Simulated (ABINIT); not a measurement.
# AlN (F-43m): bands and cutoff in G0W0 with ABINIT, part 2 of 2

What does each rung of G0W0 on AlN (F-43m) cost, and what does it buy?

ABINIT 10.8.3; LDA and many-body steps on it, plane waves. Known limits of the many-body steps: not at the basis limit.

So far. Step 3 (Screening, 6×6×6 mesh, 108 bands, screening to 203.5 eV): Local fields lower ε∞ by 9 %. Step 4 (108 bands, 203.5 eV): The gap on the mesh goes from 3.26 eV to 4.74 eV, a correction of +1.48 eV.

## (6) 163 bands, 269.4 eV

This step: G0W0 on LDA, plane waves, norm-conserving pseudopotentials.

File run.abi:

```
acell 3*1.0 Angstrom
rprim 
  -0.000000000000 2.183993559600 2.183993559600
  2.183993559600 -0.000000000000 2.183993559600
  2.183993559600 2.183993559600 -0.000000000000
ntypat 2
znucl 13 7
natom 2
typat 1 2
xred 
  0.000000000000 0.000000000000 0.000000000000
  0.750000000000 0.750000000000 0.750000000000
pp_dirpath "pseudos"
pseudos "Al.upf, N.upf"
ecut 36
ngkpt 6 6 6
nshiftk 1
shiftk 0 0 0
kptopt 1
chksymbreak 0
istwfk *1
occopt 1
irdwfk 1
optdriver 4
nband 163
gwcalctyp 0
ecutsigx 36
symsigma 1
nkptgw 3
kptgw 
  0.0000000000 0.0000000000 0.0000000000
  0.5000000000 0.5000000000 0.0000000000
  0.5000000000 0.0000000000 0.0000000000
bdgw 
  2 8
  3 6
  3 6
ecuteps 9.9
irdscr 1
ppmodel 1
indata_prefix "in"
outdata_prefix "out"
tmpdata_prefix "tmp"
```

Command:

```console
$ OMP_NUM_THREADS=1 mpirun -n 8 abinit run.abi > log
```

The program printed:

```text
.Version 10.8.3 of ABINIT. v10.8.2 released Aug 2026.

 Symmetries : space group F-4 3 m (#216); Bravais cF (face-center cubic)
[... echo of the input left out ...]
== DATASET  1 ==================================================================
-   mpi_nproc: 8, omp_nthreads: 1 (-1 if OMP is not activated)

--- !DatasetInfo
iteration_state: {dtset: 1, }
dimensions: {natom: 2, nkpt: 16, mband: 163, nsppol: 1, nspinor: 1, nspden: 1, mpw: 1464, }
cutoff_energies: {ecut:  36.0, pawecutdg:  -1.0, }
electrons: {nelect:   8.00000000E+00, charge:   0.00000000E+00, occopt:   1.00000000E+00, tsmear:   1.00000000E-02, }

 SIGMA: Calculation of the GW corrections

 Based on a program developped by R.W. Godby, V. Olevano, G. Onida, and L. Reining.
 Incorporated in ABINIT by V. Olevano, G.-M. Rignanese, and M. Torrent.
.Using double precision arithmetic ; gwpc =  8

[... cell and pseudopotentials left out ...]
--------------------------------------------------------------------------------

 ==== K-mesh for the wavefunctions ====
 Number of points in the irreducible wedge :    16
[... list of points left out ...]
 Together with 24 symmetry operations and time-reversal symmetry
 yields   216 points in the full Brillouin Zone.

 ==== Q-mesh for screening function ====
 Number of points in the irreducible wedge :    16
[... list of points left out ...]
 Together with 24 symmetry operations and time-reversal symmetry
 yields   216 points in the full Brillouin Zone.

 vcoul_init : cutoff-mode = AUXILIARY_FUNCTION
 q-points for optical limit:   1
     1)      0.000010    0.000020    0.000030
 setmesh: FFT mesh size selected  =    32x   32x   32
          total number of points  =        32768

 Number of electrons calculated from density =    8.0000; Expected =    8.0000
[...]
number of plane-waves for wavefunctions          1459
 number of bands                                   163
 number of q-points in IBZ                          16
 number of frequencies                               2
 number of real frequencies                          1
 number of imag frequencies                          1

 matrix elements of self-energy operator (all in [eV])

 Perturbative Calculation

--- !SelfEnergy_ee
iteration_state: {dtset: 1, }
kpoint     : [   0.000,    0.000,    0.000, ]
spin       : 1
KS_gap     :    4.243
QP_gap     :    5.824
Delta_QP_KS:    1.580
data: !SigmaeeData |
     Band     E0 <VxcDFT>   SigX SigC(E0)      Z dSigC/dE  Sig(E)    E-E0       E
        2   5.508 -16.793 -20.942   2.839   0.783  -0.276 -17.820  -1.027   4.482
        3   5.508 -16.793 -20.942   2.839   0.783  -0.276 -17.820  -1.027   4.482
        4   5.508 -16.793 -20.942   2.839   0.783  -0.276 -17.820  -1.027   4.482
[...]
--- !SelfEnergy_ee
iteration_state: {dtset: 1, }
kpoint     : [   0.500,    0.500,    0.000, ]
spin       : 1
KS_gap     :    5.055
QP_gap     :    6.811
Delta_QP_KS:    1.757
data: !SigmaeeData |
     Band     E0 <VxcDFT>   SigX SigC(E0)      Z dSigC/dE  Sig(E)    E-E0       E
[...]
--- !SelfEnergy_ee
iteration_state: {dtset: 1, }
kpoint     : [   0.500,    0.000,    0.000, ]
spin       : 1
KS_gap     :    7.770
QP_gap     :    9.566
Delta_QP_KS:    1.796
data: !SigmaeeData |
     Band     E0 <VxcDFT>   SigX SigC(E0)      Z dSigC/dE  Sig(E)    E-E0       E
[...]
5  12.791 -11.276  -5.944  -4.476   0.822  -0.216 -10.572   0.704  13.495
        6  15.275 -13.397  -6.822  -5.327   0.782  -0.279 -12.421   0.976  16.250

== END DATASET(S) ==============================================================
================================================================================

 -outvars: echo values of variables after computation  --------
           etotal      0.0000000000E+00
            nband         163
             nkpt          16
          spgroup         216
 [... the other variables as echoed above ...]

 Calculation completed.
```

Elapsed: 12 s, on 8 MPI ranks of Arm Neoverse V2, shared host; peak memory 1.5 GiB; 98 s of CPU time.

This step gave:

- G0W0 gap on the points computed: 4.805 eV
- starting gap on the mesh: 3.259 eV
- k of the valence top: 0, 0, 0
- k of the conduction bottom: 0.5, 0.5, 0
- Z at the valence top: 0.783
- Z at the conduction bottom: 0.834
- least direct G0W0 gap on the computed points: 5.824 eV

Against G0W0 in ABINIT (6×6×6 mesh, 108 bands, screening to 203.5 eV, Godby-Needs plasmon pole), the gap moves by +0.064 eV.

## (7) Screening, 6×6×6 mesh, 249 bands, screening to 359.2 eV

This step: RPA screening on LDA, plane waves, norm-conserving pseudopotentials.

Edit run.abi of step 6 so:

```diff
@@ -23,19 +23,8 @@
 irdwfk 1
-optdriver 4
-nband 163
-gwcalctyp 0
-ecutsigx 36
-symsigma 1
-nkptgw 3
-kptgw 
-  0.0000000000 0.0000000000 0.0000000000
-  0.5000000000 0.5000000000 0.0000000000
-  0.5000000000 0.0000000000 0.0000000000
-bdgw 
-  2 8
-  3 6
-  3 6
-ecuteps 9.9
-irdscr 1
-ppmodel 1
+optdriver 3
+nband 249
+ecuteps 13.2
+inclvkb 2
+awtr 1
+symchi 1
 indata_prefix "in"
```

The program printed:

```text
.Version 10.8.3 of ABINIT. v10.8.2 released Aug 2026.

 Symmetries : space group F-4 3 m (#216); Bravais cF (face-center cubic)
[... echo of the input left out ...]
== DATASET  1 ==================================================================
-   mpi_nproc: 8, omp_nthreads: 1 (-1 if OMP is not activated)

--- !DatasetInfo
iteration_state: {dtset: 1, }
dimensions: {natom: 2, nkpt: 16, mband: 249, nsppol: 1, nspinor: 1, nspden: 1, mpw: 1464, }
cutoff_energies: {ecut:  36.0, pawecutdg:  -1.0, }
[...]
--------------------------------------------------------------------------------
[... chi0 elements left out ...]
 For q-point:  0.000010 0.000020 0.000030
  dielectric constant =   4.4069
  dielectric constant without local fields =   4.8539

  Average fulfillment of the sum rule on Im[epsilon] for q-point    1 :     97.15  [%]
[... wings left out ...]
  q-point number  2        q = ( 0.166667, 0.000000, 0.000000) [r.l.u.]
--------------------------------------------------------------------------------
[... chi0 elements left out ...]
  Average fulfillment of the sum rule on Im[epsilon] for q-point    2 :     99.26  [%]

 [... 14 further q-points ...]
```

Elapsed: 71 s, on 8 MPI ranks; peak memory 2.2 GiB.

Numbers from this step:

```yaml
eps_infinity_with_local_fields_on_this_mesh_along_the_program_s_q_direction: 4.407
the_same_without_local_fields: 4.854
plasma_frequency: 23.01 eV
plane_waves_in_the_screening_matrix: 331
```

## (8) 249 bands, 359.2 eV

This step: G0W0 on LDA, plane waves, norm-conserving pseudopotentials.

Edit run.abi of step 7 so:

```diff
@@ -23,8 +23,19 @@
 irdwfk 1
-optdriver 3
+optdriver 4
 nband 249
+gwcalctyp 0
+ecutsigx 36
+symsigma 1
+nkptgw 3
+kptgw 
+  0.0000000000 0.0000000000 0.0000000000
+  0.5000000000 0.5000000000 0.0000000000
+  0.5000000000 0.0000000000 0.0000000000
+bdgw 
+  2 8
+  3 6
+  3 6
 ecuteps 13.2
-inclvkb 2
-awtr 1
-symchi 1
+irdscr 1
+ppmodel 1
 indata_prefix "in"
```

The program printed:

```text
.Version 10.8.3 of ABINIT. v10.8.2 released Aug 2026.

 Symmetries : space group F-4 3 m (#216); Bravais cF (face-center cubic)
[... echo of the input left out ...]
== DATASET  1 ==================================================================
-   mpi_nproc: 8, omp_nthreads: 1 (-1 if OMP is not activated)

--- !DatasetInfo
iteration_state: {dtset: 1, }
dimensions: {natom: 2, nkpt: 16, mband: 249, nsppol: 1, nspinor: 1, nspden: 1, mpw: 1464, }
cutoff_energies: {ecut:  36.0, pawecutdg:  -1.0, }
[...]
Band     E0 <VxcDFT>   SigX SigC(E0)      Z dSigC/dE  Sig(E)    E-E0       E
[...]
5  12.791 -11.276  -5.944  -4.521   0.822  -0.217 -10.609   0.667  13.458
        6  15.275 -13.397  -6.822  -5.405   0.781  -0.281 -12.483   0.914  16.188

== END DATASET(S) ==============================================================
================================================================================

 -outvars: echo values of variables after computation  --------
           etotal      0.0000000000E+00
            nband         249
             nkpt          16
          spgroup         216
 [... the other variables as echoed above ...]

 Calculation completed.
```

The job ended after 51 s (8 MPI ranks; peak memory 2.5 GiB).

This step gave:

```
G0W0 gap on the points computed              : 4.862 eV
starting gap on the mesh                     : 3.259 eV
k of the valence top                         : 0, 0, 0
k of the conduction bottom                   : 0.5, 0.5, 0
least direct G0W0 gap on the computed points : 5.838 eV
```

Against G0W0 in ABINIT (6×6×6 mesh, 163 bands, screening to 269.4 eV, Godby-Needs plasmon pole), the gap moves by +0.057 eV.

## (9) Screening, 6×6×6 mesh, 368 bands, screening to 466.9 eV

This step: RPA screening on LDA, plane waves, norm-conserving pseudopotentials.

Edit run.abi of step 8 so:

```diff
@@ -23,19 +23,8 @@
 irdwfk 1
-optdriver 4
-nband 249
-gwcalctyp 0
-ecutsigx 36
-symsigma 1
-nkptgw 3
-kptgw 
-  0.0000000000 0.0000000000 0.0000000000
-  0.5000000000 0.5000000000 0.0000000000
-  0.5000000000 0.0000000000 0.0000000000
-bdgw 
-  2 8
-  3 6
-  3 6
-ecuteps 13.2
-irdscr 1
-ppmodel 1
+optdriver 3
+nband 368
+ecuteps 17.16
+inclvkb 2
+awtr 1
+symchi 1
 indata_prefix "in"
```

The program printed:

```text
.Version 10.8.3 of ABINIT. v10.8.2 released Aug 2026.

 Symmetries : space group F-4 3 m (#216); Bravais cF (face-center cubic)
[... echo of the input left out ...]
== DATASET  1 ==================================================================
-   mpi_nproc: 8, omp_nthreads: 1 (-1 if OMP is not activated)

--- !DatasetInfo
iteration_state: {dtset: 1, }
dimensions: {natom: 2, nkpt: 16, mband: 368, nsppol: 1, nspinor: 1, nspden: 1, mpw: 1464, }
cutoff_energies: {ecut:  36.0, pawecutdg:  -1.0, }
[...]
--------------------------------------------------------------------------------
[... chi0 elements left out ...]
 For q-point:  0.000010 0.000020 0.000030
  dielectric constant =   4.4068
  dielectric constant without local fields =   4.8539

  Average fulfillment of the sum rule on Im[epsilon] for q-point    1 :     98.68  [%]
[... wings left out ...]
  q-point number  2        q = ( 0.166667, 0.000000, 0.000000) [r.l.u.]
--------------------------------------------------------------------------------
[... chi0 elements left out ...]
  Average fulfillment of the sum rule on Im[epsilon] for q-point    2 :     99.97  [%]

 [... 14 further q-points ...]
```

Elapsed: 4.2 min, on 8 MPI ranks; peak memory 3.6 GiB; 34 min of CPU time.

This step gave:

- ε∞ with local fields, on this mesh, along the program's q direction: 4.407
- the same without local fields: 4.854
- plasma frequency: 23.01 eV
- plane waves in the screening matrix: 531

## (10) 368 bands, 466.9 eV

This step: G0W0 on LDA, plane waves, norm-conserving pseudopotentials.

Edit run.abi of step 9 so:

```diff
@@ -23,8 +23,19 @@
 irdwfk 1
-optdriver 3
+optdriver 4
 nband 368
+gwcalctyp 0
+ecutsigx 36
+symsigma 1
+nkptgw 3
+kptgw 
+  0.0000000000 0.0000000000 0.0000000000
+  0.5000000000 0.5000000000 0.0000000000
+  0.5000000000 0.0000000000 0.0000000000
+bdgw 
+  2 8
+  3 6
+  3 6
 ecuteps 17.16
-inclvkb 2
-awtr 1
-symchi 1
+irdscr 1
+ppmodel 1
 indata_prefix "in"
```

The program printed:

```text
.Version 10.8.3 of ABINIT. v10.8.2 released Aug 2026.

 Symmetries : space group F-4 3 m (#216); Bravais cF (face-center cubic)
[... echo of the input left out ...]
== DATASET  1 ==================================================================
-   mpi_nproc: 8, omp_nthreads: 1 (-1 if OMP is not activated)

--- !DatasetInfo
iteration_state: {dtset: 1, }
dimensions: {natom: 2, nkpt: 16, mband: 368, nsppol: 1, nspinor: 1, nspden: 1, mpw: 1464, }
cutoff_energies: {ecut:  36.0, pawecutdg:  -1.0, }
[...]
Band     E0 <VxcDFT>   SigX SigC(E0)      Z dSigC/dE  Sig(E)    E-E0       E
[...]
5  12.791 -11.276  -5.944  -4.542   0.822  -0.217 -10.627   0.649  13.440
        6  15.275 -13.397  -6.822  -5.446   0.781  -0.281 -12.515   0.881  16.156

== END DATASET(S) ==============================================================
================================================================================

 -outvars: echo values of variables after computation  --------
           etotal      0.0000000000E+00
            nband         368
             nkpt          16
          spgroup         216
 [... the other variables as echoed above ...]

 Calculation completed.
```

It took 3.1 min on 8 MPI ranks; peak memory 4.8 GiB.

This step gave:

| Property | Result |
| --- | --- |
| G0W0 gap on the points computed | 4.894 eV |
| starting gap on the mesh | 3.259 eV |
| k of the valence top | 0, 0, 0 |
| k of the conduction bottom | 0.5, 0.5, 0 |
| least direct G0W0 gap on the computed points | 5.85 eV |

Against G0W0 in ABINIT (6×6×6 mesh, 249 bands, screening to 359.2 eV, Godby-Needs plasmon pole), the gap moves by +0.032 eV.

## (11) Screening, 6×6×6 mesh, 532 bands, screening to 598.7 eV

This step: RPA screening on LDA, plane waves, norm-conserving pseudopotentials.

Edit run.abi of step 10 so:

```diff
@@ -23,19 +23,8 @@
 irdwfk 1
-optdriver 4
-nband 368
-gwcalctyp 0
-ecutsigx 36
-symsigma 1
-nkptgw 3
-kptgw 
-  0.0000000000 0.0000000000 0.0000000000
-  0.5000000000 0.5000000000 0.0000000000
-  0.5000000000 0.0000000000 0.0000000000
-bdgw 
-  2 8
-  3 6
-  3 6
-ecuteps 17.16
-irdscr 1
-ppmodel 1
+optdriver 3
+nband 532
+ecuteps 22
+inclvkb 2
+awtr 1
+symchi 1
 indata_prefix "in"
```

The program printed:

```text
.Version 10.8.3 of ABINIT. v10.8.2 released Aug 2026.

 Symmetries : space group F-4 3 m (#216); Bravais cF (face-center cubic)
[... echo of the input left out ...]
== DATASET  1 ==================================================================
-   mpi_nproc: 8, omp_nthreads: 1 (-1 if OMP is not activated)

--- !DatasetInfo
iteration_state: {dtset: 1, }
dimensions: {natom: 2, nkpt: 16, mband: 532, nsppol: 1, nspinor: 1, nspden: 1, mpw: 1464, }
cutoff_energies: {ecut:  36.0, pawecutdg:  -1.0, }
[...]
--------------------------------------------------------------------------------
[... chi0 elements left out ...]
 For q-point:  0.000010 0.000020 0.000030
  dielectric constant =   4.4069
  dielectric constant without local fields =   4.8539

  Average fulfillment of the sum rule on Im[epsilon] for q-point    1 :     99.66  [%]
[... wings left out ...]
  q-point number  2        q = ( 0.166667, 0.000000, 0.000000) [r.l.u.]
--------------------------------------------------------------------------------
[... chi0 elements left out ...]
  Average fulfillment of the sum rule on Im[epsilon] for q-point    2 :    100.47  [%]

 [... 14 further q-points ...]
```

Run time: 8.3 min. Hardware: 8 MPI ranks; peak memory 5.4 GiB.

This step gave:

- ε∞ with local fields, on this mesh, along the program's q direction: 4.407
- the same without local fields: 4.854
- plasma frequency: 23.01 eV
- plane waves in the screening matrix: 701

## (12) 532 bands, 598.7 eV

This step: G0W0 on LDA, plane waves, norm-conserving pseudopotentials.

Edit run.abi of step 11 so:

```diff
@@ -23,8 +23,19 @@
 irdwfk 1
-optdriver 3
+optdriver 4
 nband 532
+gwcalctyp 0
+ecutsigx 36
+symsigma 1
+nkptgw 3
+kptgw 
+  0.0000000000 0.0000000000 0.0000000000
+  0.5000000000 0.5000000000 0.0000000000
+  0.5000000000 0.0000000000 0.0000000000
+bdgw 
+  2 8
+  3 6
+  3 6
 ecuteps 22
-inclvkb 2
-awtr 1
-symchi 1
+irdscr 1
+ppmodel 1
 indata_prefix "in"
```

The program printed:

```text
.Version 10.8.3 of ABINIT. v10.8.2 released Aug 2026.

 Symmetries : space group F-4 3 m (#216); Bravais cF (face-center cubic)
[... echo of the input left out ...]
== DATASET  1 ==================================================================
-   mpi_nproc: 8, omp_nthreads: 1 (-1 if OMP is not activated)

--- !DatasetInfo
iteration_state: {dtset: 1, }
dimensions: {natom: 2, nkpt: 16, mband: 532, nsppol: 1, nspinor: 1, nspden: 1, mpw: 1464, }
cutoff_energies: {ecut:  36.0, pawecutdg:  -1.0, }
[...]
Band     E0 <VxcDFT>   SigX SigC(E0)      Z dSigC/dE  Sig(E)    E-E0       E
[...]
5  12.791 -11.276  -5.944  -4.553   0.822  -0.217 -10.636   0.640  13.431
        6  15.275 -13.397  -6.822  -5.468   0.781  -0.281 -12.533   0.864  16.139

== END DATASET(S) ==============================================================
================================================================================

 -outvars: echo values of variables after computation  --------
           etotal      0.0000000000E+00
            nband         532
             nkpt          16
          spgroup         216
 [... the other variables as echoed above ...]

 Calculation completed.
```

Run time: 7.5 min. Hardware: 8 MPI ranks; peak memory 7.3 GiB; 60 min of CPU time.

This step gave:

```yaml
g0w0_gap_on_the_points_computed: 4.910 eV
starting_gap_on_the_mesh: 3.259 eV
k_of_the_valence_top: 0, 0, 0
k_of_the_conduction_bottom: 0.5, 0.5, 0
least_direct_g0w0_gap_on_the_computed_points: 5.857 eV
```

Against G0W0 in ABINIT (6×6×6 mesh, 368 bands, screening to 466.9 eV, Godby-Needs plasmon pole), the gap moves by +0.016 eV.

## (13) Side by side

Times are wall times on 8 MPI ranks of Arm Neoverse V2, shared host, good to a factor of about two. A run's time includes the screening step that it read.

| run | mesh | bands | screening cutoff (eV) | DFT gap (eV) | gap on the mesh (eV) | direct (eV) | ε∞ used | time |
| --- | --- | --- | --- | --- | --- | --- | --- | --- |
| 108 bands, 203.5 eV | 6×6×6 | 108 | 203.5 | 3.259 | 4.741 | 5.799 | 4.41 | 24 s |
| 163 bands, 269.4 eV | 6×6×6 | 163 | 269.4 | 3.259 | 4.805 | 5.824 | 4.41 | 43 s |
| 249 bands, 359.2 eV | 6×6×6 | 249 | 359.2 | 3.259 | 4.862 | 5.838 | 4.41 | 2 min |
| 368 bands, 466.9 eV | 6×6×6 | 368 | 466.9 | 3.259 | 4.894 | 5.850 | 4.41 | 7.3 min |
| 532 bands, 598.7 eV | 6×6×6 | 532 | 598.7 | 3.259 | 4.910 | 5.857 | 4.41 | 16 min |

## (14) Summary of results

| Property | Result |
| --- | --- |
| 108 bands, 203.5 eV | 4.741 eV |
| 163 bands, 269.4 eV | 4.805 eV |
| 249 bands, 359.2 eV | 4.862 eV |
| 368 bands, 466.9 eV | 4.894 eV |
| 532 bands, 598.7 eV | 4.910 eV |
| known limits | not at the basis limit |

**Reading.** From the first rung to the last the gap moves by +0.17 eV for 39 times the time. In the G0W0 runs levels were corrected at 3 k points alone, so a gap called «on the mesh» is the least over those, and an edge elsewhere would be missed.

[Paths, hosts, dates, memory and timing lines, banners, echoed tables and standing remarks are left out of the program output.]

[Logs are printed without paths, hosts, clocks, repeated set-up lines and the standing remarks that a program may print on its own settings, such as how far it seeks lower states.]

[Runs of the session that timed out or met a known fault of the program may be left out.]

[Hosts, paths, dates, database ids (printed as entryN), source tags and the programs' standing remarks are cut or masked in the printed files.]

[G0W0 gaps are taken among the corrected bands and points alone; a level outside them can change the order at an edge.]

[Where Ansatz stands beside ABINIT at settings called matched, ABINIT's density can come from a denser mesh and the files from another edition; pairs whose starting gaps differed by over 0.03 eV were left out, so agreement reads better than it is.]
